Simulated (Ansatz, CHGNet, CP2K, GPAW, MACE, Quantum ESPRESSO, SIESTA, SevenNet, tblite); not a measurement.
## tblite runs on NbH2(331) slab (72 atoms)

How near does tblite come to plane waves for NbH2(331) slab (72 atoms)?

Main program and level: tblite 0.8.0; the method is named at each step.

### 1. Starting point

The cell holds 72 atoms: 24 Nb and 48 H. Cell: a = 9.680 Å, b = 7.215 Å, c = 21.851 Å, α = 90.0°, β = 90.0°, γ = 102.9°. It derives from NbH2 (fluorite-type). Fluorite-type NbH2 (a = 4.563 Å), (331) slab of 8 repeat layers, 3 x 1 surface cells, 14 Å of vacuum; atoms within 2.51 Å of the bottom held; not relaxed, displaced by a Gaussian of 0.02 Å. Then every atom was moved at random, 0.05 Å r.m.s. a Cartesian component (hydrogen 0.6 of that). Vacuum lies along c.

The yardstick, on the same geometry:

```
method                 : Kohn-Sham DFT, PBE, SSSP efficiency 1.3.0 pseudopotentials, plane waves (Quantum ESPRESSO 7.5); sssp-pbe-1.3.0-efficiency, cutoffs 45/360 Ry, Γ point
r.m.s. force component : 0.6906 eV/Å
longest force          : 2.902 eV/Å
time                   : 2.8 min on 4 MPI ranks of Arm Neoverse V1, shared host
CPU time               : 11 min
```

### 2. GFN1-xTB

Method: GFN1-xTB tight binding, diagonalisation.

run.py reads:

```python
import numpy as np
from ase.io import read
from tblite.ase import TBLite

atoms = read("structure.xyz")
atoms.calc = TBLite(method="GFN1-xTB", electronic_temperature=580, accuracy=1.0, max_iterations=250, mixer_damping=0.1, verbosity=1)
energy = atoms.get_potential_energy()
forces = atoms.get_forces()
print(f"energy {energy:.6f} eV")
print("forces (eV/A)")
for i, (a, f) in enumerate(zip(atoms, forces)):
    print(f"{i:4d} {a.symbol:2s} {f[0]:10.5f} {f[1]:10.5f} {f[2]:10.5f}")
print("charges (e)")
print(np.array2string(atoms.get_charges(), precision=4, suppress_small=True, max_line_width=110, threshold=100000))
```

structure.xyz reads:

```xyz
72
Lattice="9.67958 0.00000 0.00000 -1.61326 7.03206 0.00000 0.00000 0.00000 21.85118" Properties=species:S:1:pos:R:3 pbc="T T T"
Nb -1.58503 6.94486 7.26421
H 8.09913 1.01923 7.02406
H 6.46659 5.85018 7.51549
Nb 8.05594 2.54160 8.33251
H 6.44654 3.61617 8.01283
H 6.45109 1.39136 8.57593
Nb 6.47403 5.09121 9.36279
H 8.08260 6.20460 9.10233
H 8.09925 3.98401 9.59551
Nb 6.53851 0.58837 10.38171
H 8.11930 1.74479 10.18199
H 6.44604 6.56844 10.65857
Nb 8.01168 3.20289 11.47362
H 6.48863 4.35756 11.19327
H 6.45341 2.15378 11.65957
Nb 6.36665 5.85672 12.39858
H -1.51790 6.88052 12.24715
H 8.05007 4.76710 12.70690
Nb 6.51815 1.40578 13.50578
H 8.11172 2.51199 13.29338
H 8.02732 0.31961 13.79399
Nb 8.08416 3.98943 14.59178
H 6.47943 5.17482 14.33962
H 6.44326 2.86592 14.83608
Nb 4.85589 6.95105 7.24563
H 4.84605 1.01444 6.99369
H 3.21640 5.84294 7.49474
Nb 4.83624 2.49258 8.28247
H 3.22264 3.63438 8.03424
H 3.20873 1.36640 8.57768
Nb 3.23322 5.07680 9.34378
H 4.83974 6.20586 9.10298
H 4.85455 4.02916 9.67221
Nb 3.25390 0.75981 10.46453
H 4.86762 1.81153 10.14354
H 3.21874 6.51162 10.72696
Nb 4.86807 3.23524 11.43756
H 3.24852 4.37261 11.26625
H 3.16769 2.22797 11.72578
Nb 3.26928 5.81875 12.45932
H 4.80525 6.96842 12.21612
H 4.77904 4.72794 12.72132
Nb 3.29186 1.35972 13.56587
H 4.83674 2.51192 13.23548
H 4.85497 0.28824 13.76581
Nb 4.78038 3.97318 14.54349
H 3.24327 5.07307 14.27472
H 3.23993 2.84721 14.82865
Nb 1.60647 6.92482 7.26683
H 1.63732 1.04377 7.01707
H 0.00470 5.83963 7.55199
Nb 1.62899 2.50911 8.30279
H -0.00752 3.59760 8.07357
H 0.03207 1.40740 8.54316
Nb -0.02705 5.10042 9.34728
H 1.64245 6.24187 9.10692
[... 12 atom lines left out ...]
H 1.59294 0.28156 13.80579
Nb 1.66523 3.93423 14.65209
H 0.06326 5.07300 14.35338
H 0.01299 2.84201 14.79587
```

Run with:

```sh
$ OMP_NUM_THREADS=1 python run.py > output.txt
```

What it wrote:

```text
------------------------------------------------------------
  cycle        total energy    energy error   density error
------------------------------------------------------------
      1     -73.17141048380  -7.2962218E+01   6.3344646E-01
      2     -72.80134785141   3.7006263E-01   5.8384723E-01
      3     -11.19150483410   6.1609843E+01   1.0721502E+00
      4      10.52808885391   2.1719594E+01   1.1671261E+00
      5     -72.75170795854  -8.3279797E+01   2.0295806E-01
      6     -73.03696896697  -2.8526101E-01   1.2882921E-01
      7     -73.14180057401  -1.0483161E-01   9.3601646E-02
      8     -73.22591380976  -8.4113236E-02   4.4387235E-02
      9     -73.24123927160  -1.5325462E-02   2.6479477E-02
     10     -73.24163672824  -3.9745664E-04   2.2271586E-02
     11     -73.24399372092  -2.3569927E-03   1.5503754E-02
     12     -73.24594731695  -1.9535960E-03   7.1192707E-03
     13     -73.24598231873  -3.5001778E-05   5.7704999E-03
     14     -73.24622275720  -2.4043847E-04   2.8687862E-03
     15     -73.24628492440  -6.2167200E-05   1.0491794E-03
     16     -73.24628685140  -1.9270037E-06   6.4976203E-04
     17     -73.24629567686  -8.8254600E-06   3.1168428E-04
     18     -73.24629611314  -4.3628279E-07   2.4198047E-04
     19     -73.24629768255  -1.5694045E-06   1.0442695E-04
     20     -73.24629786669  -1.8414069E-07   7.8752196E-05
     21     -73.24629807318  -2.0649452E-07   4.1840968E-05
     22     -73.24629807907  -5.8812333E-09   2.5030074E-05
     23     -73.24629808010  -1.0391830E-09   1.2451522E-05
------------------------------------------------------------
 total:                                   1.826 sec
energy -1993.133292 eV
forces (eV/A)
   0 Nb   -0.07956    0.73883    1.71468
   1 H    -0.00278    0.17198   -0.81619
   2 H     0.01226   -0.06622   -0.49136
   3 Nb    0.06372   -0.67002    0.94549
   4 H     0.05163   -0.19587   -0.19531
   5 H     0.01322    0.07003    0.10681
   6 Nb   -0.08307   -0.04689   -0.31500
   7 H     0.02080    0.00895    0.15505
   8 H    -0.10117   -0.04023    0.03358
   9 Nb   -0.24885    0.20323   -0.03996
  10 H    -0.05609   -0.00383   -0.07344
  11 H     0.05664   -0.02777   -0.08469
  12 Nb    0.27280    0.02404    0.03499
  13 H    -0.05296   -0.00424    0.04781
  14 H    -0.02790   -0.04982    0.03108
  15 Nb    0.38348    0.02575    0.44159
  16 H    -0.23105    0.22729   -0.01166
  17 H    -0.02955   -0.09764    0.00649
  18 Nb   -0.06021    0.69218   -0.89464
  19 H    -0.10038   -0.04411   -0.12750
  20 H     0.00563    0.17370    0.19870
  21 Nb    0.08113   -0.59238   -1.72144
  22 H    -0.09640   -0.21581    0.42489
  23 H    -0.03772   -0.10018    0.73498
[...]
64 H     0.03915    0.05024    0.04680
  65 H     0.09645    0.08022   -0.10459
  66 Nb    0.20127    0.48507   -0.97331
  67 H    -0.01230   -0.09238   -0.04137
  68 H     0.01404    0.22175    0.25894
  69 Nb    0.05726   -0.60417   -1.91225
  70 H    -0.10140    0.03982    0.49759
  71 H    -0.05362   -0.14612    0.90674
charges (e)
[ 0.1152 -0.0591 -0.0632  0.0945 -0.0674 -0.022   0.0743 -0.0207 -0.0184 -0.0156 -0.0145 -0.0178 -0.0041
 -0.0204 -0.0139  0.0775 -0.0171 -0.0202  0.0899 -0.0131 -0.0631  0.124  -0.0769 -0.0648  0.1196 -0.0588
 -0.0631  0.1012 -0.0667 -0.0218  0.089  -0.0186 -0.0218  0.0044 -0.0203 -0.0274 -0.0162 -0.0172 -0.0089
  0.0836 -0.0127 -0.0141  0.0925 -0.0206 -0.0648  0.1121 -0.0575 -0.0502  0.1119 -0.0565 -0.0578  0.0943
 -0.0631 -0.024   0.089  -0.0256 -0.0247 -0.0158 -0.0135 -0.0261 -0.0104 -0.0299 -0.0167  0.1029 -0.0221
 -0.0199  0.0923 -0.0212 -0.0722  0.1038 -0.0656 -0.0538]
```

Elapsed: 2.4 s, on 1 thread of Arm Neoverse V1, shared host; peak memory 0.13 GiB.

Banners, paths, timers and routine set-up lines are dropped from the logs unmarked, and long logs keep their key lines alone; longer cuts are marked.

Numbers from this run, and their distance from the reference:

* r.m.s. force component: 0.4201 eV/Å
* r.m.s. difference of force components: 384.4 meV/Å
* longest difference of force vectors: 1568 meV/Å
* force difference over r.m.s. force: 55.67 %
* slope of forces against the reference's: 0.5301
* correlation of force components: 0.8713

Length of the force difference by element (eV/Å):

```csv
element,atoms,mean,most
H,48,0.41,1.0
Nb,24,0.88,1.6
```

The surroundings of Nb70, which bears the longest force among the free atoms, nearest first, numbered as they follow in the input and with coordinates relative to it.

```csv
atom,x,y,z,distance (Å),bonds,Mulliken charge (e),Fx,Fy,Fz (eV/Å)
Nb70,0.00,0.00,0.00,0.00,6,0.10,0.06,-0.60,-1.91
H48,1.57,-1.09,0.18,1.92,3,-0.05,-0.02,-0.19,0.89
H47,1.58,1.14,-0.38,1.98,3,-0.06,-0.03,0.09,0.63
H72,-1.65,-1.09,0.14,1.99,3,-0.05,-0.05,-0.15,0.91
H71,-1.60,1.14,-0.30,1.99,3,-0.07,-0.10,0.04,0.50
H68,-0.03,-1.41,-1.42,2.00,4,-0.02,-0.01,-0.09,-0.04
H66,-0.11,0.75,-1.92,2.06,4,-0.02,0.10,0.08,-0.10
Nb46,3.12,0.04,-0.11,3.12,6,0.11,0.08,-0.64,-1.50
Nb61,0.06,-0.69,-3.16,3.23,8,-0.01,-0.48,0.09,0.05
Nb43,1.63,-2.57,-1.09,3.23,7,0.09,-0.16,0.68,-1.14
Nb67,-1.72,-2.53,-1.13,3.26,7,0.09,0.20,0.49,-0.97
Nb22,-3.26,0.06,-0.06,3.26,6,0.12,0.08,-0.59,-1.72
Nb40,1.60,1.88,-2.19,3.31,8,0.08,-0.20,0.05,0.25
Nb64,-1.68,1.86,-2.16,3.31,8,0.10,0.01,0.09,0.33
```

Atoms are counted from 1 here, from 0 in the log.

Forces lie 56 % from the reference's, at 0.0036 times its CPU time (on 1 against 4 cores).

### 3. Summary of results

* force difference from the reference: tblite GFN1-xTB, 56 %
* its CPU time: 2.4 s

In words: Tight binding differs by 56 % (tblite GFN1-xTB); it is another model, with fitted parameters of its own, and the xTB methods hold dispersion. One electronic-structure run takes under half the reference's CPU time: tblite GFN1-xTB, at 56 % in 2.4 s against 11 min. Periodic xTB results under one method name differ between programs and library versions. The electronic-structure runs sample only Γ, in a cell whose shortest periodic width is 7 Å, which is coarse for a cell with partly filled levels.

[Also dropped from logs without a mark: logging warnings of Python, and SIESTA's first energy breakdown and zero terms.]

[Logs are printed without paths, hosts, clocks, repeated set-up lines and the standing remarks that a program may print on its own settings, such as how far it seeks lower states.]

[Hosts, paths, dates, database ids (printed as entryN), source tags and the programs' standing remarks are cut or masked in the printed files.]
